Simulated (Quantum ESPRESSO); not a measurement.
The system is Ge.

```
Ge
1.0
     0.00000    2.82891    2.82891
     2.82891    0.00000    2.82891
     2.82891    2.82891    0.00000
Ge
2
Direct
  0.75000 0.75000 0.75000
  0.50000 0.50000 0.50000
```

| Item | Value |
| --- | --- |
| Program | Quantum ESPRESSO 7.5 |
| Task | phonons |
| Functional | RPBE |
| Potentials or basis | PseudoDojo 0.4.1 SR PBE standard |
| Cutoff | 1061 eV |
| Density cutoff | 4245 eV |
| k mesh | 8 × 8 × 8 |
| Occupations | cold, width 0.2 eV |
| Spin | no spin polarisation |
| Mixing beta | 0.5 |
| Most SCF iterations | 120 |
| SCF threshold | 4e-10 Ry |

The cell and the atoms were relaxed first, to 24.67 Å³/atom (a = 4.117 Å, b = 4.117 Å, c = 4.117 Å, α = 60.00°, β = 60.00°, γ = 60.00°), and the response was taken there.

Where do the zone-centre optical modes lie?

T2g at 259 cm⁻¹ (Raman).

Optical modes at Γ, degenerate ones joined:
```csv
cm⁻¹,components,symmetry,active in
259,3,T2g,Raman
```

Caveat: the potentials were made for another functional, which shifts forces and pressure.
